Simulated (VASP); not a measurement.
**LiH: band structure with PBE**

LiH:

```
CELL_PARAMETERS angstrom
2.50699 0.00000 0.00000
0.00000 2.50699 0.00000
0.00000 0.00000 2.50699
ATOMIC_POSITIONS crystal
Li 0.50000 0.50000 0.50000
H 0.00000 0.00000 0.00000
```

The cell was built by a generator and needn't be a form met in nature.

- Program: VASP 6.6.1
- Task: band structure
- Functional: PBE
- Potentials or basis: VASP PAW PBE potentials, release 64 (Li, H)
- Cutoff: 900 eV
- k mesh: 11 × 11 × 11
- Occupations: fermi-dirac, width 0.05 eV
- Spin: no spin polarisation
- Further INCAR settings: ALGO = Normal; EDIFF = 1e-06; NBANDS = 8

| Property | Result |
| --- | --- |
| Pressure | 0.2 GPa |
| Band gap along the path | 0.72 eV, indirect (least direct gap 4.22 eV) |

Levels at the corners of the path, in eV from the valence-band top:
```tsv
point	band 1	band 2	band 3	band 4	band 5	band 6
Γ	-8.81	11.98	11.98	11.98	12.49	15.10
X	-6.54	0.72	11.42	16.34	16.34	19.78
X	-6.54	0.72	11.42	16.34	16.34	19.78
M	-2.65	1.57	1.57	9.07	19.69	20.76
M	-2.65	1.57	1.57	9.07	19.69	20.76
Γ	-8.81	11.98	11.98	11.98	12.49	15.10
Γ	-8.81	11.98	11.98	11.98	12.49	15.10
R	0.00	6.43	6.43	6.43	8.76	8.76
R	0.00	6.43	6.43	6.43	8.76	8.76
X	-6.54	0.72	11.42	16.34	16.34	19.78
M	-2.65	1.57	1.57	9.07	19.69	20.76
R	0.00	6.43	6.43	6.43	8.76	8.76
```

Run time: 26 s on 1 thread of AMD EPYC 7R13 Processor (Zen 3) (shared host), peak memory 0.14 GiB.
